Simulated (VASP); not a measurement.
A run of VASP 6.6.1 is set up as follows.

File INCAR:

```
SYSTEM = BN
PREC = Accurate
ENCUT = 520
EDIFF = 1E-6
ISMEAR = 0
SIGMA = 0.025
LREAL = .False.
LASPH = .True.
NELM = 60
ALGO = Fast
ISIF = 2
LWAVE = .False.
LCHARG = .False.
GGA = PE
NBANDS = 11
```

KPOINTS

```
regular mesh
0
Gamma
  12 12 12
  0 0 0
```

File POSCAR:

```
BN
1.0
    1.2511217832      0.7223354983      3.3729344033
   -1.2511217832      0.7223354983      3.3729344033
    0.0000000000     -1.4446709966      3.3729344033
N B
1 1
Direct
    0.6672382000      0.6672382000      0.6672382000
    0.0003288000      0.0003288000      0.0003288000
```

Potentials or basis: VASP PAW PBE potentials, release 64 (N, B).

Launch:

```console
$ cat potpaw_PBE.64/N/POTCAR potpaw_PBE.64/B/POTCAR > POTCAR
$ mpirun -np 1 vasp_std > vasp.out
```

Q: Estimate the pressure.

A: 3.6 GPa.

Q: What does it give for the band gap on the k mesh?

A: 4.28 eV, indirect (least direct gap 4.70 eV).

Forces on the atoms (eV/Å):
```
N    0.000  0.000 -0.003
B    0.000  0.000  0.003
```

A k mesh can miss the band edges.
